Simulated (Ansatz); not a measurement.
# KTaO3: relaxation of cell and atoms with revPBE+D4

The system is KTaO3.

```
Ta K O
1.0
     3.98830    0.00000    0.00000
     0.00000    3.98830    0.00000
     0.00000    0.00000    3.98830
Ta K O
1 1 3
Direct
  0.00000 0.00000 0.00000
  0.50000 0.50000 0.50000
  0.00000 0.00000 0.50000
  0.00000 0.50000 0.00000
  0.50000 0.00000 0.00000
```

| Item | Value |
| --- | --- |
| Program | Ansatz 0.2.0 |
| Task | relaxation of cell and atoms |
| Functional | revPBE |
| Dispersion | D4 |
| Potentials or basis | Ansatz PAW |
| Cutoff | 420 eV (not typed: the program's choice for these potentials) |
| k mesh | 7 × 7 × 7 |
| Occupations | fermi-dirac, width 0.05 eV |
| Spin | no spin polarisation |

| Quantity | Value |
| --- | --- |
| Relaxed volume | 12.98 Å³/atom |
| Relaxed cell | a = 4.019 Å, b = 4.019 Å, c = 4.019 Å, α = 90.00°, β = 90.00°, γ = 90.00° |
| Space group after relaxing (to 0.05 Å) | Pm-3m (No. 221) |
| Energy gained by relaxing | 3.9 meV/atom |
| Ionic steps | 6 |
| Pressure after relaxing | 0.0 GPa |
| Band gap on the k mesh | 2.26 eV |

Step by step:
| step | energy change (eV) | largest force (eV/Å) | volume (Å³) |
| --- | --- | --- | --- |
| 1 | 0.0000 | 0.0000 | 63.44 |
| 2 | -0.0131 | 0.0000 | 65.14 |
| 3 | -0.0148 | 0.0000 | 64.86 |
| 4 | -0.0197 | 0.0000 | 64.86 |
| 5 | -0.0196 | 0.0000 | 64.90 |
| 6 | -0.0197 | 0.0000 | 64.90 |

Final structure:
```
CELL_PARAMETERS angstrom
4.01856 0.00000 0.00000
0.00000 4.01856 0.00000
0.00000 0.00000 4.01856
ATOMIC_POSITIONS crystal
Ta 0.00000 0.00000 0.00000
K 0.50000 0.50000 0.50000
O 0.00000 0.00000 0.50000
O 0.00000 0.50000 0.00000
O 0.50000 0.00000 0.00000
```

Wall time 15 s on 2 threads of Intel(R) Xeon(R) Processor @ 2.50GHz (Skylake/Cascade Lake), with other jobs on the host, peak memory 0.38 GiB.

Caveat: odd divisions of the mesh miss points on the zone boundary, where band edges often lie, so the gap on the mesh can be too wide; the plane-wave basis is chosen anew once the cell has moved, so the energies of steps on either side of that aren't comparable; the pressure holds a Pulay correction of +0.5 GPa for the finite cutoff; spin-orbit coupling is left out, which moves the levels of the heavy elements; the PAW data sets come from PBE, with cores solved anew for the run's functional, which leaves a small shift of forces and pressure. A k mesh can miss the band edges.
